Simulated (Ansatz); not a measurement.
# AuCu3: valence-band photoemission, part 2 of 2

Aim: the valence spectrum of AuCu3 from He I to hard X-rays, and which orbitals make each feature. Spin–orbit coupling is left out of the bands throughout.

Ansatz 0.2.0; DFT, LDA, plane-wave PAW, default files, scalar-relativistic (the session's first sound run).

So far. Step 2 (Self-consistent run, DOS and bands): At this lattice the functional leaves a pressure of -9.3 GPa, which narrows the bands against the functional's own equilibrium. At the Fermi level the DOS is 1.01 states/eV a cell.

### 3. With PBEsol (continued)

Electronic bands along the path, in eV, zero at the Fermi level; # counts the bands kept:

| point | #19 | #20 | #21 | #22 | #23 | #24 | #25 | #26 |
| --- | --- | --- | --- | --- | --- | --- | --- | --- |
| Γ | -1.39 | -1.39 | -1.39 | 1.15 | 1.15 | 1.15 | 5.99 | 7.51 |
| 0.47 of the way | -1.73 | -1.52 | -1.39 | -1.31 | 2.77 | 2.77 | 6.68 | 7.29 |
| X | -2.00 | -1.93 | -1.52 | -1.39 | 5.74 | 5.74 | 6.52 | 6.52 |
| 0.47 of the way | -1.78 | -1.75 | -1.62 | -1.58 | 2.37 | 2.89 | 6.92 | 7.14 |
| M | -2.25 | -2.16 | -0.53 | -0.53 | -0.42 | 0.32 | 8.53 | 9.43 |
| 0.47 of the way | -1.86 | -1.83 | -1.73 | -0.03 | 0.23 | 4.61 | 4.98 | 7.47 |
| Γ | -1.39 | -1.39 | -1.39 | 1.15 | 1.15 | 1.15 | 5.99 | 7.51 |
| 0.47 of the way | -1.61 | -1.56 | -1.56 | 1.00 | 1.01 | 1.01 | 6.39 | 6.92 |
| R | -1.60 | -1.60 | -1.19 | -1.17 | -1.17 | -1.17 | 2.47 | 4.12 |
| 0.53 of the way | -1.76 | -1.70 | -1.68 | -1.67 | 2.40 | 2.54 | 3.69 | 4.45 |
| X | -2.00 | -1.93 | -1.52 | -1.39 | 5.74 | 5.74 | 6.52 | 6.52 |
| jump to R | -1.60 | -1.60 | -1.19 | -1.17 | -1.17 | -1.17 | 2.47 | 4.12 |
| 0.47 of the way | -1.82 | -1.81 | -0.66 | -0.66 | -0.51 | -0.12 | 4.72 | 5.30 |
| M | -2.25 | -2.16 | -0.53 | -0.53 | -0.42 | 0.32 | 8.53 | 9.43 |

Of the projections kept (Au s, Au d, Cu s, Cu d, not projected), the largest for each band there; the rest of the weight can lie on other orbitals:

| point | #19 | #20 | #21 | #22 | #23 | #24 | #25 | #26 |
| --- | --- | --- | --- | --- | --- | --- | --- | --- |
| Γ | Cu d 0.71 | Cu d 0.71 | Cu d 0.71 | not projected 1.00 | not projected 1.00 | not projected 1.00 | Au s 0.64 | Cu s 0.90 |
| X | Cu d 0.80 | Cu d 1.00 | Cu d 1.00 | Cu d 0.72 | not projected 0.98 | not projected 0.98 | not projected 0.98 | not projected 0.98 |
| M | Cu d 1.00 | Cu d 1.00 | Cu d 0.57 | Cu d 0.57 | Cu d 0.47 | Cu s 0.50 | not projected 0.99 | not projected 0.93 |
| Γ | Cu d 0.71 | Cu d 0.71 | Cu d 0.71 | not projected 1.00 | not projected 1.00 | not projected 1.00 | Au s 0.64 | Cu s 0.90 |
| R | Cu d 0.82 | Cu d 0.82 | not projected 1.00 | not projected 1.00 | not projected 1.00 | not projected 1.00 | Au s 0.76 | Cu s 0.85 |
| X | Cu d 0.80 | Cu d 1.00 | Cu d 1.00 | Cu d 0.72 | not projected 0.98 | not projected 0.98 | not projected 0.98 | not projected 0.98 |

The two runs compared:

| quantity | this run | base run | difference |
| --- | --- | --- | --- |
| DOS at the Fermi level (states/eV/cell) | 1.024 | 1.0055 | 0.0185 |

Of the bands kept, 3 cross the Fermi level on this path.

### 4. Another try

In this try the input is made faulty on purpose, to show what that does.

This step: DFT, LDA, plane-wave PAW, default files, scalar-relativistic; changed: crystal.lattice = [[2.992, 0.0, 0.0], [0.0, 2.992, 0.0], [0.0, 0.0, 2.992]], scf.max_iter = 50 (Ansatz 0.2.0).

The cell differs from the one that the last finished run ended in (a 3.740 → 2.992 Å, b 3.740 → 2.992 Å, c 3.740 → 2.992 Å).

File input.yaml:

```yaml
crystal:
  lattice:
    - [2.992, 0.0, 0.0]
    - [0.0, 2.992, 0.0]
    - [0.0, 0.0, 2.992]
  atoms:
    - { symbol: Au, position: [0.0, 0.0, 0.0] }
    - { symbol: Cu, position: [0.5, 0.5, 0.0] }
    - { symbol: Cu, position: [0.5, 0.0, 0.5] }
    - { symbol: Cu, position: [0.0, 0.5, 0.5] }
kpoints:
  mp_grid: { grid: [10, 10, 10] }
scf:
  occupations: { method: fermi_dirac, width: 0.05 }
  n_extra_bands: 12
  max_iter: 50
hamiltonian:
  xc: lda
  pseudopotentials: { kind: paw }
output:
  forces: true
  stress: true
  dos:
    projected: true
    de: 0.05
    e_range: [-30, 12]
    nscf_kmesh: { grid: [16, 16, 16] }
```

Run with:

```
> ansatz run input.yaml --threads 2 --pin off --max-ram 4096MiB --backend cpu --events-out ev --progress --plain --runs-dir out
```

Elapsed: 8.5 s, on 2 threads of Arm Neoverse V1, shared host; peak memory 0.36 GiB; 16 s of CPU time.

Residual by cycle:

cycle, log10 residual and a bar from the least value:
```
        1       -1.3 ##############################
        2       -1.5 #############################
        3       -2.2 #########################
        4       -3.2 ####################
        5       -3.6 ##################
        6       -4.9 ############
        7       -6.1 ######
        8       -7.3
```

The run finished. A setting was moved off its sound value on purpose, so it serves as a test and not as the result.

The fault put into the input: a lattice far too small (crystal.lattice).

The two runs compared:

| quantity | this run | sound run | difference |
| --- | --- | --- | --- |
| free energy (eV) | -32511.05 | -32532.20 | 21.1 |
| energy at zero smearing (eV) | -32511.05 | -32532.19 | 21.1 |
| smearing term TS (eV) | 0.0044980 | 0.012270 | -0.00777 |
| Fermi energy (eV) | 40.877 | 17.760 | 23.1 |
| gap by band count (eV) | -4.8504 | -2.2982 | -2.55 |
| pressure (GPa) | 546.94 | -9.2712 | 556 |
| share of occupied states in no projected shell (of the occupied states in the window) | 0.0175 | 0.0152 | 0.00230 |
| DOS at the Fermi level (states/eV/cell) | 0.4835 | 1.0055 | -0.522 |

The pressure changes sign: 547 GPa against -9.27 GPa.

### 5. Other settings

This step: DFT, LDA, plane-wave PAW, default files, scalar-relativistic; changed: basis.ecutwfc = "800 eV", kpoints.mp_grid.grid = [8, 8, 8], scf.mixing.preconditioner = "kerker" (Ansatz 0.2.0).

Other settings are tried.

input.yaml, the sections that differ from step 4:

```yaml
crystal:
  lattice:
    - [3.74, 0.0, 0.0]
    - [0.0, 3.74, 0.0]
    - [0.0, 0.0, 3.74]
  atoms:
    - { symbol: Au, position: [0.0, 0.0, 0.0] }
    - { symbol: Cu, position: [0.5, 0.5, 0.0] }
    - { symbol: Cu, position: [0.5, 0.0, 0.5] }
    - { symbol: Cu, position: [0.0, 0.5, 0.5] }
kpoints:
  mp_grid: { grid: [8, 8, 8] }
scf:
  occupations: { method: fermi_dirac, width: 0.05 }
  n_extra_bands: 12
  mixing: { preconditioner: kerker }
basis:
  ecutwfc: "800 eV"
# hamiltonian, output: as in step 4
```

Run time: 30 s. Hardware: 2 threads; peak memory 0.71 GiB; 59 s of CPU time.

Residual by cycle:

cycle, log10 residual and a bar from the least value:
```
        1       -1.0 ##############################
        2       -1.2 #############################
        3       -2.7 ######################
        4       -4.0 ################
        5       -4.2 ###############
        6       -5.2 ##########
        7       -5.7 ########
        8       -7.4
```

The run finished with changed settings (basis.ecutwfc = "800 eV", kpoints.mp_grid.grid = [8, 8, 8] and scf.mixing.preconditioner = "kerker"); it serves as a test.

Side by side:

| quantity | this run | sound run | difference |
| --- | --- | --- | --- |
| free energy (eV) | -32532.20 | -32532.20 | -0.00146 |
| energy at zero smearing (eV) | -32532.19 | -32532.19 | -0.00126 |
| smearing term TS (eV) | 0.012683 | 0.012270 | 4.1e-4 |
| Fermi energy (eV) | 17.852 | 17.760 | 0.0927 |
| gap by band count (eV) | -2.2978 | -2.2982 | 4.7e-4 |
| pressure (GPa) | -8.9099 | -9.2712 | 0.361 |
| DOS at the Fermi level (states/eV/cell) | 1.0084 | 1.0055 | 0.00290 |

### 6. Summary of results

```
least gap on the mesh and the path                           : under 0.05 eV or none
strongest listed peak within 13 eV of the zero, at 1486.7 eV : 5.3 eV binding, mostly Au 5d
strongest listed peak within 13 eV of the zero, at 21.2 eV   : 5.3 eV binding, mostly Au 5d
Au 5d centre of the filled part                              : -4.75 eV (9.7 states an atom)
Cu 3d centre of the filled part                              : -2.78 eV (9.8 states an atom)
LDA (22 s on 2 threads)                                      : no clear gap, highest Al Kα peak within 13 eV at 5.3 eV (Au 5d)
PBEsol (20 s on 2 threads)                                   : no clear gap, highest Al Kα peak within 13 eV at 5.3 eV (Au 5d)
```

What this shows: AuCu3 is without a gap at the base level, and its valence spectrum changes with photon energy as the shells' cross sections do. At 21.2 eV the valence spectrum has its highest listed peaks within 10.8 eV at 1.8 eV (Cu 3d), 3.0 eV (Cu 3d) and 5.3 eV (Au 5d). At 1486.7 eV the valence spectrum has its highest listed peaks within 10.9 eV at 1.8 eV (Cu 3d), 3.0 eV (Cu 3d) and 5.3 eV (Au 5d). The shell named is the one with most of the intensity, cross sections included, not always the one with most states there. At 21.2 eV the area is led by Au 5d (58 %), at 9251.7 eV by Au 5d (83 %). Kohn–Sham levels aren't quasiparticle energies, so peak positions are approximate. Semilocal functionals underbind filled localised shells, so the Au 5d peak should lie deeper in a measurement, and spin–orbit coupling splits d and f lines of heavy atoms. Each run has its own recipe for the spectra (widths, photon energies, in some runs the light), so peak heights and places can differ between runs for that reason too. Spin–orbit coupling is left out, which matters for the heavy atoms here.

[Logs are printed without paths, hosts, clocks, repeated set-up lines and the standing remarks that a program may print on its own settings, such as how far it seeks lower states.]

[Hosts, paths, dates, database ids (printed as entryN), source tags and the programs' standing remarks are cut or masked in the printed files.]

[Maps of the electrostatic potential energy from Ansatz leave out the sawtooth potential of an applied field or a dipole correction, so their vacuum need not be flat; work functions include it.]

[Peak lists hold at most the 14 tallest peaks of each spectrum; further lines can be left out.]
